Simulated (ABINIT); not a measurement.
# BaTiO3 (R3m) in ABINIT: settings compared

The runs below take BaTiO3 through relaxation of cell and atoms, with r2SCAN, PBEsol.

All numbers are computed with ABINIT 10.8.3 (patched build); they aren't measurements. Logs are shortened: lines on timing, memory, paths and dates and some standing lists are left out, and cuts for length are marked. The log counts tension as positive stress, the text compression.

## (1) Starting point

The structure is trigonal, space group R3m (No. 160). The conventional cell has a = 5.655 Å, b = 5.655 Å, c = 6.955 Å, α = 90.00°, β = 90.00°, γ = 120.00°. Ba (site symmetry 3m) is surrounded by 12 O at 2.79 to 2.89 Å. Ti (site symmetry 3m) has 6 O at 1.87 to 2.14 Å as nearest neighbours. O (site symmetry m) is surrounded by 2 Ti at 1.87 to 2.14 Å.

## (2) Relaxation of cell and atoms, r2SCAN

File run.abi:

```
# Pseudopotentials
pp_dirpath "./"
pseudos "Ba.GGA_PBE-JTH.xml, Ti.GGA_PBE-JTH.xml, O.GGA_PBE-JTH.xml"

# Structure
acell 3*1.0
rprim
     5.3429485438     3.0847527799     4.3811287513
    -5.3429485438     3.0847527799     4.3811287513
     0.0000000000    -6.1695055600     4.3811287513
ntypat 3
znucl 56 22 8
natom 5
typat 1 2 3 3 3
xcart
     0.0000000000     0.0000000000     0.0000000000
     0.0000000000    -0.0000000001     6.3679706400
     2.6239220299    -1.5149220903     4.5331539189
    -2.6239220299    -1.5149220903     4.5331539189
     0.0000000000     3.0298441804     4.5331539189
chkprim 0
chksymtnons 0
tolsym 1.0e-6

# Plane-wave basis
ecut 28.0
pawecutdg 50.0
pawovlp -1

# k points
kptopt 1
ngkpt 4 4 4
nshiftk 1
shiftk 0.0 0.0 0.0

# Exchange and correlation
ixc -497498
usekden 1
pawxcdev 0

# Bands and occupations
nband 24
occopt 3
tsmear 0.00183747

# SCF cycle
nstep 100
tolvrs 1.0e-7

# Output
iomode 3
prtwf 0
prtden 0
prteig 0
prtebands 0
enunit 1

# Relaxation
ionmov 2
ntime 60
tolmxf 0.0005
optcell 2
dilatmx 1.08
ecutsm 0.5
```

Potentials or basis: JTH PAW PBE v2.0.

The run is started by

```bash
mpirun --bind-to none -np 4 abinit run.abi > log 2>&1
```

run.abo:

```text
.Version 10.8.3 of ABINIT
 Symmetries : space group R3 m (#160); Bravais hR (rhombohedral)
================================================================================
 Values of the parameters that define the memory need of the present run
     intxc =       0    ionmov =       2      iscf =      17    lmnmax =      18
     lnmax =       6     mgfft =      40  mpssoang =       3    mqgrid =    3001
     natom =       5  nloc_mem =       2    nspden =       1   nspinor =       1
    nsppol =       1      nsym =       6    n1xccc =       1    ntypat =       3
    occopt =       3   xclevel =       2
       mpw =        3864          nfft =       64000          nkpt =          13
Pmy_natom=         2
 PAW method is used; the additional fine FFT grid is defined by:
   mgfftf=        54    nfftf =    157464
================================================================================
================================================================================

--------------------------------------------------------------------------------
------------- Echo of variables that govern the present computation ------------
--------------------------------------------------------------------------------
 -outvars: echo values of preprocessed input variables --------
            acell      1.0000000000E+00  1.0000000000E+00  1.0000000000E+00 Bohr
              amu      1.37327000E+02  4.78800000E+01  1.59994000E+01
          chkprim           0
      chksymtnons           0
          dilatmx      1.08000000E+00
             ecut      2.80000000E+01 Hartree
           ecutsm      5.00000000E-01 Hartree
           enunit           1
           ionmov           2
              ixc     -497498
         kptrlatt        4    0    0      0    4    0      0    0    4
          kptrlen      3.02673654E+01
            natom           5
            nband          24
            ngfft          40      40      40
          ngfftdg          54      54      54
             nkpt          13
            nstep         100
             nsym           6
            ntime          60
           ntypat           3
           occopt           3
          optcell           2
        pawecutdg      5.00000000E+01 Hartree
          pawovlp     -1.0000000000E+00
         pawxcdev           0
           prtden           0
        prtebands           0
           prteig           0
          prtkden           1
            prtwf           0
            rprim      5.3429485438E+00  3.0847527799E+00  4.3811287513E+00
                      -5.3429485438E+00  3.0847527799E+00  4.3811287513E+00
                       0.0000000000E+00 -6.1695055600E+00  4.3811287513E+00
          spgroup         160
           tolmxf      5.00000000E-04
           tolsym      1.00000000E-06
           tolvrs      1.00000000E-07
           tsmear      1.83747000E-03 Hartree
            typat      1  2  3  3  3
          usekden           1
           useylm           1
           xangst      0.0000000000E+00  0.0000000000E+00  0.0000000000E+00
                      -2.5932716577E-17 -5.1277330085E-11  3.3697849401E+00
                       1.3885197405E+00 -8.0166224595E-01  2.3988417458E+00
                      -1.3885197405E+00 -8.0166224595E-01  2.3988417458E+00
                      -2.9764253078E-17  1.6033244918E+00  2.3988417458E+00
            xcart      0.0000000000E+00  0.0000000000E+00  0.0000000000E+00
                      -4.9005732032E-17 -9.6900110329E-11  6.3679706400E+00
                       2.6239220299E+00 -1.5149220903E+00  4.5331539189E+00
                      -2.6239220299E+00 -1.5149220903E+00  4.5331539189E+00
                      -5.6246286660E-17  3.0298441804E+00  4.5331539189E+00
             xred      0.0000000000E+00  0.0000000000E+00  0.0000000000E+00
                       4.8450000000E-01  4.8450000000E-01  4.8450000000E-01
                       5.0860000000E-01  1.7499999993E-02  5.0860000000E-01
                       1.7499999993E-02  5.0860000000E-01  5.0860000000E-01
                       5.0860000000E-01  5.0860000000E-01  1.7499999993E-02
            znucl       56.00000   22.00000    8.00000

================================================================================

 chkinp: Checking input parameters for consistency.

[... 1224 lines left out ...]

--- !BeginCycle
iteration_state: {dtset: 1, itime: 10, icycle: 1, }
solver: {iscf: 17, nstep: 100, nline: 4, wfoptalg: 10, }
tolerances: {tolvrs: 1.00E-07, }
...
[... 114 lines left out ...]
 Difference of energy with previous step (new-old):
           Absolute (Ha)=-3.50154E-06
           Relative     =-3.38088E-08

 At Broyd/MD step  10, gradients are converged :
  max grad (force/stress) = 3.8303E-04 < tolmxf= 5.0000E-04 ha/bohr (free atoms)

================================================================================

 ----iterations are completed or convergence reached----

 Mean square residual over all n,k,spin=   10.815E-11; max=  29.176E-09
 reduced coordinates (array xred) for    5 atoms
      -0.003583636231     -0.003583636231     -0.003583636231
       0.481295732823      0.481295732823      0.481295732823
       0.510135609735      0.021216683921      0.510135609735
       0.021216683921      0.510135609735      0.510135609735
       0.510135609735      0.510135609735      0.021216683921
 rms dE/dt=  7.0393E-04; max dE/dt=  6.9986E-04; dE/dt below (all hartree)
    1       0.000699864161      0.000699864161      0.000699864161
    2      -0.001235611430     -0.001235611430     -0.001235611430
    3      -0.000305381243      0.000523967158     -0.000305381243
    4       0.000523967158     -0.000305381243     -0.000305381243
    5      -0.000305381243     -0.000305381243      0.000523967158

 cartesian coordinates (angstrom) at end:
    1      0.00000000000000     0.00000000000038    -0.02521760215270
    2      0.00000000000000    -0.00000000005153     3.38681817163639
    3      1.39509823899540    -0.80546034385080     2.44294025217512
    4     -1.39509823899540    -0.80546034385080     2.44294025217512
    5     -0.00000000000000     1.61092068759009     2.44294025217513

 cartesian forces (hartree/bohr) at end:
    1     -0.00000000000000    -0.00000000000000    -0.00018597994222
    2      0.00000000000000     0.00000000000000     0.00025066679186
    3      0.00007690245545    -0.00004439965336    -0.00002156228321
    4     -0.00007690245545    -0.00004439965336    -0.00002156228321
    5      0.00000000000000     0.00008879930671    -0.00002156228321
 frms,max,avg= 9.0359698E-05 2.5066679E-04   0.000E+00  0.000E+00  2.809E-05 h/b

 cartesian forces (eV/Angstrom) at end:
    1     -0.00000000000000    -0.00000000000000    -0.00956347314456
    2      0.00000000000000     0.00000000000000     0.01288980469392
    3      0.00395448325592    -0.00228312197236    -0.00110877718316
    4     -0.00395448325592    -0.00228312197236    -0.00110877718316
    5      0.00000000000000     0.00456624394472    -0.00110877718305
 frms,max,avg= 4.6464825E-03 1.2889805E-02   0.000E+00  0.000E+00  1.444E-03 e/A
 length scales=  7.643019943185  7.643019943185  7.643019943190 bohr
              =  4.044511973667  4.044511973667  4.044511973670 angstroms
 Fermi (or HOMO) energy (eV) =   5.14307   Average Vxc (eV)= -11.77670
 Eigenvalues (   eV  ) for nkpt=  13  k points:
 kpt#   1, nband= 24, wtk=  0.01563, kpt=  0.0000  0.0000  0.0000 (reduced coord)
 -54.99108  -30.18673  -30.18673  -30.18664  -21.98716  -14.17962  -13.55036  -13.55036
  -6.73998   -6.73883   -6.73883    1.29154    1.29154    1.29385    2.15254    2.15254
   2.48194    2.87866    3.01052    3.01052    6.45737    6.45737    6.61590    8.38034
 prteigrs : prtvol=0 or 1, do not print more k-points.

--- !EnergyTerms
iteration_state     : {dtset: 1, itime: 10, icycle: 1, }
comment             : Components of total free energy in Hartree
kinetic             :  3.97124914711008E+01
hartree             :  3.03163511722779E+01
xc                  : -2.16487544490500E+01
Ewald energy        : -1.02029499158348E+02
psp_core            :  9.04518322368978E+00
local_psp           : -9.22459216016362E+01
PAW spherical_terms :  3.32811963173732E+01
internal            : -1.03568953024592E+02
'-kT*entropy'       : -1.67972735707311E-14
total_energy        : -1.03568953024592E+02
total_energy_eV     : -2.81825478384405E+03
...

--- !EnergyTermsDC
iteration_state     : {dtset: 1, itime: 10, icycle: 1, }
comment             : '"Double-counting" decomposition of free energy'
band_energy         : -1.58291224975880E+01
Ewald energy        : -1.02029499158348E+02
psp_core            :  9.04518322368978E+00
xc_dc               : -2.71580421603354E+01
PAW spherical_terms :  3.24025588490240E+01
internal            : -1.03568921743557E+02
'-kT*entropy'       : -1.67972735707311E-14
total_energy_dc     : -1.03568921743557E+02
total_energy_dc_eV  : -2.81825393264372E+03
...

--- !EnergyTermsWithPAWCore
iteration_state     : {dtset: 1, itime: 10, icycle: 1, }
comment             : 'Components of total free energy, including PAW core contributions'
Total energy        : -9.21645774480874E+03
Total energy DC     : -9.21645771352770E+03
Total energy (eV)   : -2.50792591513754E+05
Total energy DC (eV): -2.50792590662553E+05
...

 rms coord change=  2.8858E-03   atom, delta coord (reduced):
     1       -0.003583636231     -0.003583636231     -0.003583636231
     2       -0.003204267176     -0.003204267176     -0.003204267176
     3        0.001535609739      0.003716683928      0.001535609739
     4        0.003716683928      0.001535609739      0.001535609739
     5        0.001535609739      0.001535609739      0.003716683928

 Cartesian components of stress tensor (hartree/bohr^3)
  sigma(1 1)= -3.66331629E-06  sigma(3 2)=  3.08234616E-13
  sigma(2 2)= -3.66331547E-06  sigma(3 1)=  0.00000000E+00
  sigma(3 3)= -3.83033660E-06  sigma(2 1)=  0.00000000E+00

-Cartesian components of stress tensor (GPa)         [Pressure=  1.0942E-01 GPa]
- sigma(1 1)= -1.07778486E-01  sigma(3 2)=  9.06857548E-09
- sigma(2 2)= -1.07778462E-01  sigma(3 1)=  0.00000000E+00
- sigma(3 3)= -1.12692394E-01  sigma(2 1)=  0.00000000E+00

== END DATASET(S) ==============================================================
================================================================================

 -outvars: echo values of variables after computation  --------
            acell      7.6430199432E+00  7.6430199432E+00  7.6430199432E+00 Bohr
           etotal     -1.0356892174E+02
            fcart     -1.7523315621E-20 -1.1579943337E-20 -1.8597994222E-04
                       1.5423488158E-20  8.2820477949E-21  2.5066679186E-04
                       7.6902455450E-05 -4.4399653356E-05 -2.1562283215E-05
                      -7.6902455450E-05 -4.4399653356E-05 -2.1562283215E-05
                       1.2810008267E-21  8.8799306713E-05 -2.1562283213E-05
            rprim      7.0550779432E-01  4.0732511495E-01  5.7995258675E-01
                      -7.0550779432E-01  4.0732511495E-01  5.7995258675E-01
                       0.0000000000E+00 -8.1465022993E-01  5.7995258675E-01
           strten     -3.6633162879E-06 -3.6633154660E-06 -3.8303366045E-06
                       3.0823461559E-13  0.0000000000E+00  0.0000000000E+00
           xangst      3.5342461228E-18  3.8068154035E-13 -2.5217602153E-02
                       9.2745146718E-16 -5.1533940729E-11  3.3868181716E+00
                       1.3950982390E+00 -8.0546034385E-01  2.4429402522E+00
                      -1.3950982390E+00 -8.0546034385E-01  2.4429402522E+00
                      -5.3904865764E-17  1.6109206876E+00  2.4429402522E+00
             xred     -3.5836362311E-03 -3.5836362311E-03 -3.5836362311E-03
                       4.8129573282E-01  4.8129573282E-01  4.8129573282E-01
                       5.1013560973E-01  2.1216683921E-02  5.1013560973E-01
                       2.1216683921E-02  5.1013560973E-01  5.1013560973E-01
                       5.1013560973E-01  5.1013560973E-01  2.1216683921E-02
 Calculation completed.
```

Run time: 5 min. Hardware: 4 MPI ranks of Intel Xeon 6975P-C (Granite Rapids), shared host; peak memory 0.72 GiB.

Results:

| Property | Result |
| --- | --- |
| Free energy | -2818.2539 eV |
| Relaxed volume | 13.23 Å³/atom |
| Relaxed cell | a = 4.045 Å, b = 4.045 Å, c = 4.045 Å, α = 89.74°, β = 89.74°, γ = 89.74° |
| Space group after relaxing (to 0.05 Å) | R3m (No. 160) |
| Energy gained by relaxing | 3.9 meV/atom |
| Ionic steps | 10 |
| Pressure after relaxing | 0.1 GPa |
| Largest force after relaxing | 0.013 eV/Å |
| Band gap on the k mesh | 2.94 eV, indirect (least direct gap 3.45 eV) |

Forces on the atoms (eV/Å):
```
Ba   0.000  0.000 -0.010
Ti   0.000  0.000  0.013
O    0.004 -0.002 -0.001
O   -0.004 -0.002 -0.001
O    0.000  0.005 -0.001
```

The path:
| step | energy change (eV) | largest force (eV/Å) | pressure (GPa) | volume (Å³) |
| --- | --- | --- | --- | --- |
| 1 | 0.0000 | 0.1196 | 3.88 | 64.20 |
| 2 | -0.0117 | 0.1139 | 1.69 | 64.97 |
| 3 | -0.0141 | 0.1760 | 0.04 | 65.62 |
| 4 | -0.0150 | 0.1722 | -0.23 | 65.78 |
| 5 | -0.0177 | 0.0899 | -0.61 | 66.27 |
| 6 | -0.0185 | 0.0613 | -0.33 | 66.35 |
| 7 | -0.0188 | 0.0553 | -0.09 | 66.27 |
| 8 | -0.0192 | 0.0420 | 0.11 | 66.18 |
| 9 | -0.0194 | 0.0278 | 0.16 | 66.15 |
| 10 | -0.0195 | 0.0129 | 0.11 | 66.16 |

Final structure:
```yaml
crystal:
  lattice:
    - [2.85343, 1.64743, 2.34563]
    - [-2.85343, 1.64743, 2.34563]
    - [0.00000, -3.29486, 2.34563]
  atoms:
    - { symbol: Ba, position: [0.99642, 0.99642, 0.99642] }
    - { symbol: Ti, position: [0.48130, 0.48130, 0.48130] }
    - { symbol: O, position: [0.51014, 0.02122, 0.51014] }
    - { symbol: O, position: [0.02122, 0.51014, 0.51014] }
    - { symbol: O, position: [0.51014, 0.51014, 0.02122] }
```

Caveat: this set's barium file shifts pressures by 1.5 GPa and gaps by 0.1 eV against other sets; totals of a meta-GGA on PAW files have another zero than those of a GGA; the PAW data sets were made with another functional, which shifts forces and pressure a little; spin-orbit coupling is left out, which moves the levels of the heavy elements; the atomic spheres overlap.

(Continued in part 2 of 2.)
